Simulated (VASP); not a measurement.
# Si in VASP: relaxation of the atoms with PBE

Aim: the relaxation of the atoms of Si with PBE.

Everything below comes from runs of VASP 6.6.1. Logs are shortened: lines on timing, memory, paths and dates and some standing lists are left out, and cuts for length are marked.

**1. The slab as given**

The cell holds a slab with vacuum, 12 atoms: a = 7.693 Å, b = 3.847 Å, c = 21.400 Å, α = 90.00°, β = 90.00°, γ = 90.00°.

The cell was built by a generator and needn't be a form met in nature.

**2. Relaxation of the atoms, PBE**

Contents of INCAR:

```
PREC     = Accurate       # precision mode
ENCUT    = 520            # plane-wave cutoff, eV
EDIFF    = 1E-6           # SCF threshold, eV
ISMEAR   = 0              # smearing method
SIGMA    = 0.03           # smearing width, eV
LREAL    = F              # projectors in reciprocal space
LASPH    = T              # aspherical terms in the spheres
NELM     = 120            # most SCF steps
ALGO     = Fast           # electronic algorithm
ISIF     = 2              # what is computed and relaxed
LWAVE    = F              # write WAVECAR
LCHARG   = F              # write CHGCAR
LDIPOL   = T            
IDIPOL   = 3            
DIPOL    = 0.5 0.5 0.500
GGA      = PE             # functional
IBRION   = 2              # ionic algorithm
NSW      = 90             # ionic steps
EDIFFG   = -0.01          # ionic threshold
ISYM     = 0            
KPAR     = 4
```

Contents of KPOINTS:

```
regular mesh
0
Gamma
  4 7 1
```

Contents of POSCAR:

```
Si
1.0
    7.6933218000      0.0000000000      0.0000000000
    0.0000000000      3.8466609000      0.0000000000
    0.0000000000      0.0000000000     21.4000000000
Si
12
Direct
   -0.0935876600      0.0000000000      0.3551401900
    0.5935876600      1.0000000000      0.3271028000
    0.5000000000      0.5000000000      0.4046729000
    0.0000000000      0.5000000000      0.4046729000
    0.2500000000      0.5000000000      0.4682243000
    0.7500000000      0.5000000000      0.4682243000
    0.7500000000      1.0000000000      0.5317757000
    0.2500000000      0.0000000000      0.5317757000
    0.5000000000      0.0000000000      0.5953271000
    0.0000000000      0.0000000000      0.5953271000
   -0.0935876600      0.5000000000      0.6448598100
    0.5935876600      0.5000000000      0.6728972000
```

Potentials or basis: VASP PAW PBE potentials, release 64 (Si).

The run is started by

```
$ cat potpaw_PBE.64/Si/POTCAR > POTCAR
$ mpirun -np 4 vasp_std > vasp.out
```

OUTCAR:

```text
PREC = Accurate
   ENCUT = 520
   EDIFF = 1E-6
   ISMEAR = 0
   LREAL = F
   LASPH = T
   NELM = 120
   ISIF = 2
   GGA = PE
   IBRION = 2
   NSW = 90
   EDIFFG = -0.01
   ISYM = 0

 ion  position               nearest neighbor table
   1  0.906  0.000  0.355-   4 2.31   4 2.31   2 2.48
   2  0.594  0.000  0.327-   1 2.48   3 2.64   3 2.64
   3  0.500  0.500  0.405-   5 2.36   6 2.36   2 2.64   2 2.64
   4  0.000  0.500  0.405-   1 2.31   1 2.31   6 2.36   5 2.36
   5  0.250  0.500  0.468-   8 2.36   8 2.36   3 2.36   4 2.36
   6  0.750  0.500  0.468-   7 2.36   7 2.36   3 2.36   4 2.36
   7  0.750  0.000  0.532-   6 2.36   6 2.36  10 2.36   9 2.36
   8  0.250  0.000  0.532-   5 2.36   5 2.36  10 2.36   9 2.36
   9  0.500  0.000  0.595-   7 2.36   8 2.36  12 2.64  12 2.64
  10  0.000  0.000  0.595-  11 2.31  11 2.31   7 2.36   8 2.36
  11  0.906  0.500  0.645-  10 2.31  10 2.31  12 2.48
  12  0.594  0.500  0.673-  11 2.48   9 2.64   9 2.64

IMPORTANT INFORMATION: All symmetrisations will be switched off!
NOSYMM: (Re-)initialisation of all symmetry stuff for point group C_1.

----------------------------------------------------------------------------------------

                                     Primitive cell

  volume of cell :     633.3030

  direct lattice vectors                    reciprocal lattice vectors
     7.693321800  0.000000000  0.000000000     0.129982864  0.000000000  0.000000000
     0.000000000  3.846660900  0.000000000     0.000000000  0.259965728  0.000000000
     0.000000000  0.000000000 21.400000000     0.000000000  0.000000000  0.046728972

  length of vectors
     7.693321800  3.846660900 21.400000000     0.129982864  0.259965728  0.046728972

  position of ions in fractional coordinates (direct lattice)
     0.906412340  0.000000000  0.355140190
     0.593587660  0.000000000  0.327102800
     0.500000000  0.500000000  0.404672900
     0.000000000  0.500000000  0.404672900
     0.250000000  0.500000000  0.468224300
     0.750000000  0.500000000  0.468224300
     0.750000000  0.000000000  0.531775700
     0.250000000  0.000000000  0.531775700
     0.500000000  0.000000000  0.595327100
     0.000000000  0.000000000  0.595327100
     0.906412340  0.500000000  0.644859810
     0.593587660  0.500000000  0.672897200

  ion indices of the primitive-cell ions
   primitive index   ion index
                 1           1
                 2           2
                 3           3
                 4           4
                 5           5
                 6           6
                 7           7
                 8           8
                 9           9
                10          10
                11          11
                12          12

----------------------------------------------------------------------------------------

 KPOINTS: regular mesh

Automatic generation of k-mesh.
 Grid dimensions read from file:
 generate k-points for:    4    7    1

 Generating k-lattice:

  Cartesian coordinates                     Fractional coordinates (reciprocal lattice)
     0.032495716  0.000000000  0.000000000     0.250000000  0.000000000  0.000000000
     0.000000000  0.037137961  0.000000000     0.000000000  0.142857143  0.000000000
     0.000000000  0.000000000  0.046728972     0.000000000  0.000000000  1.000000000

  Length of vectors
     0.032495716  0.037137961  0.046728972

  Shift w.r.t. Gamma in fractional coordinates (k-lattice)
     0.000000000  0.000000000  0.000000000

 Subroutine IBZKPT returns following result:
 ===========================================

 Found     15 irreducible k-points:

 Following reciprocal coordinates:
            Coordinates               Weight
  0.000000  0.000000  0.000000      1.000000
  0.250000  0.000000  0.000000      2.000000
  0.500000  0.000000  0.000000      1.000000
  0.000000  0.142857  0.000000      2.000000
  0.250000  0.142857  0.000000      2.000000
 -0.250000  0.142857  0.000000      2.000000
  0.500000  0.142857  0.000000      2.000000
  0.000000  0.285714  0.000000      2.000000
  0.250000  0.285714  0.000000      2.000000
 -0.250000  0.285714  0.000000      2.000000
  0.500000  0.285714  0.000000      2.000000
  0.000000  0.428571  0.000000      2.000000
  0.250000  0.428571  0.000000      2.000000
 -0.250000  0.428571  0.000000      2.000000
  0.500000  0.428571  0.000000      2.000000
   k-points           NKPTS =     15   k-points in BZ     NKDIM =     15   number of bands    NBANDS=     31
   number of dos      NEDOS =    301   number of ions     NIONS =     12
   total plane-waves  NPLWV = 288000
   dimension x,y,z NGX =    60 NGY =   30 NGZ =  160
   dimension x,y,z NGXF=   120 NGYF=   60 NGZF=  320
   ions per type =              12
   NGX,Y,Z   is equivalent  to a cutoff of  12.97, 12.97, 12.43 a.u.
   NGXF,Y,Z  is equivalent  to a cutoff of  25.93, 25.93, 24.86 a.u.
 SYSTEM =  unknown system
   PREC   = accura    normal or accurate (medium, high low for compatibility)
   ISTART =      0    job   : 0-new  1-cont  2-samecut
   ICHARG =      2    charge: 1-file 2-atom 10-const
   ISPIN  =      1    spin polarized calculation?
   LNONCOLLINEAR =      F non collinear calculations
   LSORBIT =      F    spin-orbit coupling
   LASPH  =      T    aspherical Exc in radial PAW
   ENCUT  =  520.0 eV  38.22 Ry    6.18 a.u.  14.30  7.15 39.79*2*pi/ulx,y,z
   NELM   =    120;   NELMIN=  2; NELMDL= -5     # of ELM steps
   EDIFF  = 0.1E-05   stopping-criterion for ELM
   LREAL  =      F    real-space projection
   EDIFFG = -.1E-01   stopping-criterion for IOM
   NSW    =     90    number of steps for IOM
   IBRION =      2    ionic relax: 0-MD 1-quasi-New 2-CG
   NFREE  =      1    steps in history (QN), initial steepest desc. (CG)
   ISIF   =      2    stress and relaxation
   ISYM   =      0    0-nonsym 1-usesym 2-fastsym
   POTIM  = 0.5000    time-step for ionic-motion
   TEBEG  =    0.0;   TEEND  =   0.0 temperature during run
   PSTRESS=    0.0 pullay stress
   NELECT =      48.0000    total number of electrons
   NUPDOWN=      -1.0000    fix difference up-down
   EMIN   =  10.00;   EMAX   =-10.00  energy-range for DOS
   EFERMI =   0.00;   METHOD = LEGACY
   ISMEAR =     0;   SIGMA  =   0.03  broadening in eV -4-tet -1-fermi 0-gaus
   EFERMI_NEDOS =   21; number of points for ismear=-14 and -15
   IALGO  =     68    algorithm
   IMIX   =      4    mixing-type and parameters
     AMIX     =   0.40;   BMIX     =  1.00
     AMIX_MAG =   1.60;   BMIX_MAG =  1.00
  volume/ion in A,a.u.               =      52.78       356.14
  Fermi-wavevector in a.u.,A,eV,Ry     =   0.692816  1.309233  6.530719  0.479994
  Thomas-Fermi vector in A             =   1.774855
   LORBIT       =      0    0 simple, 1 ext, 2 COOP (PROOUT), +10 PAW based schemes
   GGA     = PE    functional components
   LHFCALC =     F    Hartree Fock is set to
   AEXX    =    0.0000 exact exchange contribution
   IVDW    =     0    specifies the selected vdW correction
   LEPSILON=     F    determine dielectric tensor
   LRPA    =     F    only Hartree local field effects (RPA)
 conjugate gradient relaxation of ions
 non-spin polarized calculation
 RMM-DIIS sequential band-by-band and
 Gauss-broadening in eV      SIGMA  =   0.03
  energy-cutoff  :      520.00
  volume of cell :      633.30
 maximum number of plane-waves:     17100
 NGX is ok and might be reduce to    60
   NGX = 29   NGY = 15   NGZ = 79

--------------------------------------- Ionic step        1  -------------------------------------------

 number of electron      47.9999998 magnetization

 Free energy of the ion-electron system (eV)
  ---------------------------------------------------
  ext. energy  EPLUGINS =         0.00000000
  ---------------------------------------------------
  free energy    TOTEN  =       -58.90324130 eV

  energy without entropy =      -58.90027692  energy(sigma->0) =      -58.90175911

------------------------ aborting loop because EDIFF is reached ----------------------------------------

  FORCE on cell =-STRESS in cart. coord.  units (eV):
  Direction    XX          YY          ZZ          XY          YZ          ZX
  --------------------------------------------------------------------------------------
  -------------------------------------------------------------------------------------
  Total       -3.3594911     -4.5743759     -1.6149432     -0.0000063      0.0000006     -0.0000092
  in kB       -8.4990915    -11.5725978     -4.0856039     -0.0000159      0.0000015     -0.0000233
  external PRESSURE =      -8.0524310 kB  Pullay stress =       0.0000000 kB
[... 119 lines left out ...]
  FREE ENERGIE OF THE ION-ELECTRON SYSTEM (eV)
  ---------------------------------------------------
  free  energy   TOTEN  =       -59.5124964989 eV

  energy  without entropy=      -59.5058167321  energy(sigma->0) =      -59.50915662

[... ionic steps 4 to 27 ...]

--------------------------------------- Ionic step       28  -------------------------------------------

 number of electron      47.9999998 magnetization

------------------------ aborting loop because EDIFF is reached ----------------------------------------
[... 81 lines left out ...]
  FREE ENERGIE OF THE ION-ELECTRON SYSTEM (eV)
  ---------------------------------------------------
  free  energy   TOTEN  =       -60.1151386766 eV

  energy  without entropy=      -60.1151386766  energy(sigma->0) =      -60.11513868

 dipolmoment           0.000000      0.000000     -0.000025 electrons x Angstroem

--------------------------------------- Ionic step       30  -------------------------------------------

 number of electron      47.9999998 magnetization

 dipolmoment           0.000000      0.000000      0.000066 electrons x Angstroem

 Free energy of the ion-electron system (eV)
  ---------------------------------------------------
  ext. energy  EPLUGINS =         0.00000000
  ---------------------------------------------------
  free energy    TOTEN  =       -60.11517999 eV

  energy without entropy =      -60.11517999  energy(sigma->0) =      -60.11517999

 E-fermi :  -0.6868     XC(G=0):  -4.2961

 val. band max:       -0.8376692462   @ k =  -0.2500   0.1429   0.0000
 cond. band min:      -0.5260844172   @ k =   0.0000   0.4286   0.0000
 fundamental gap:      0.3115848290
 Fermi energy:        -0.6867787027

 k-point     1 :       0.0000    0.0000    0.0000
  band No.  band energies     occupation
      1     -12.8505      2.00000
      2     -12.0207      2.00000
      3     -10.8484      2.00000
      4     -10.1171      2.00000
      5      -9.8965      2.00000
      6      -9.6535      2.00000
[... 499 lines left out ...]
     30       1.2074      0.00000
     31       2.1458      0.00000

------------------------ aborting loop because EDIFF is reached ----------------------------------------

 vacuum level on the upper side and lower side of the slab       (xc-potential included)        -0.012        -0.012

  FORCE on cell =-STRESS in cart. coord.  units (eV):
  Direction    XX          YY          ZZ          XY          YZ          ZX
  --------------------------------------------------------------------------------------
  -------------------------------------------------------------------------------------
  Total       -4.2202012      1.9248587      0.0226221      0.0000012      0.0000038     -0.0003100
  in kB      -10.6765802      4.8696512      0.0572310      0.0000031      0.0000097     -0.0007842
  external PRESSURE =      -1.9165660 kB  Pullay stress =       0.0000000 kB
[... 27 lines left out ...]
  FREE ENERGIE OF THE ION-ELECTRON SYSTEM (eV)
  ---------------------------------------------------
  free  energy   TOTEN  =       -60.1151799944 eV

  energy  without entropy=      -60.1151799944  energy(sigma->0) =      -60.11517999

 reached required accuracy - stopping structural energy minimisation

 vacuum level on the upper side and lower side of the slab         4.142         4.142
```

Run time: 24 min. Hardware: 4 MPI ranks of AMD EPYC 9R14 (Zen 4), shared host; peak memory 0.76 GiB.

Results:

| Item | Value |
| --- | --- |
| Free energy | -60.1152 eV |
| Energy gained by relaxing | 101.0 meV/atom |
| Ionic steps | 30 |
| Largest force after relaxing | 0.007 eV/Å |
| Band gap on the k mesh | 0.31 eV, indirect (least direct gap 0.56 eV) |

Forces in eV/Å, atoms in the order of the input:
```
Si   0.001  0.000 -0.007
Si   0.000  0.000  0.001
Si  -0.002  0.000 -0.001
Si  -0.003  0.000 -0.003
Si   0.000  0.000  0.000
Si   0.005  0.000  0.001
Si   0.005  0.000 -0.001
Si   0.000  0.000  0.000
Si  -0.002  0.000  0.001
Si  -0.003  0.000  0.003
Si   0.001  0.000  0.007
Si   0.000  0.000 -0.001
```

The path:
| step | energy change (eV) | largest force (eV/Å) | pressure (GPa) |
| --- | --- | --- | --- |
| 1 | 0.0000 | 1.5186 | -0.81 |
| 2 | -0.3357 | 0.9518 | -0.88 |
| 3 | -0.6093 | 1.2360 | -0.69 |
| 4 | -0.6305 | 1.0766 | -0.79 |
| 5 | -0.8291 | 0.6204 | -0.68 |
| 6 | -0.8411 | 0.8152 | -0.62 |
| 7 | -0.9346 | 0.4716 | -0.60 |
| 8 | -0.9600 | 0.4412 | -0.55 |
| 9 | -1.0149 | 0.4578 | -0.52 |
| 10 | -1.1296 | 0.4873 | -0.42 |
| 11 | -0.9187 | 1.1759 | -0.34 |
| 12 | -1.1417 | 0.5803 | -0.41 |
| 13 | -1.1859 | 0.2812 | -0.35 |
| 14 | -1.1932 | 0.2233 | -0.31 |
| 15 | -1.2031 | 0.1372 | -0.29 |
| 16 | -1.2066 | 0.1213 | -0.26 |
| 17 | -1.2089 | 0.0642 | -0.24 |
| 18 | -1.2096 | 0.0581 | -0.22 |
| 19 | -1.2103 | 0.0283 | -0.23 |
| 20 | -1.2104 | 0.0478 | -0.24 |
| 21 | -1.2109 | 0.0274 | -0.24 |
| 22 | -1.2109 | 0.0311 | -0.24 |
| 23 | -1.2112 | 0.0230 | -0.23 |
| 24 | -1.2113 | 0.0324 | -0.22 |
| 25 | -1.2115 | 0.0296 | -0.22 |
| 26 | -1.2118 | 0.0236 | -0.20 |
| 27 | -1.2118 | 0.0212 | -0.20 |
| 28 | -1.2119 | 0.0104 | -0.20 |
| 29 | -1.2119 | 0.0156 | -0.19 |
| 30 | -1.2119 | 0.0073 | -0.19 |

Final structure:
```cif
data_structure
_symmetry_space_group_name_H-M 'P 1'
_symmetry_Int_Tables_number 1
_cell_length_a 7.6933
_cell_length_b 3.8467
_cell_length_c 21.4000
_cell_angle_alpha 90.000
_cell_angle_beta 90.000
_cell_angle_gamma 90.000
_cell_volume 633.30
loop_
_atom_site_label
_atom_site_type_symbol
_atom_site_fract_x
_atom_site_fract_y
_atom_site_fract_z
_atom_site_occupancy
Si1 Si 0.86116 0.00000 0.37156 1
Si2 Si 0.57319 0.00000 0.33575 1
Si3 Si 0.52326 0.50000 0.40100 1
Si4 Si 0.01239 0.50000 0.40143 1
Si5 Si 0.26818 0.50000 0.46652 1
Si6 Si 0.76181 0.50000 0.46924 1
Si7 Si 0.76181 0.00000 0.53076 1
Si8 Si 0.26818 0.00000 0.53348 1
Si9 Si 0.52326 0.00000 0.59900 1
Si10 Si 0.01239 0.00000 0.59857 1
Si11 Si 0.86117 0.50000 0.62844 1
Si12 Si 0.57320 0.50000 0.66425 1
```
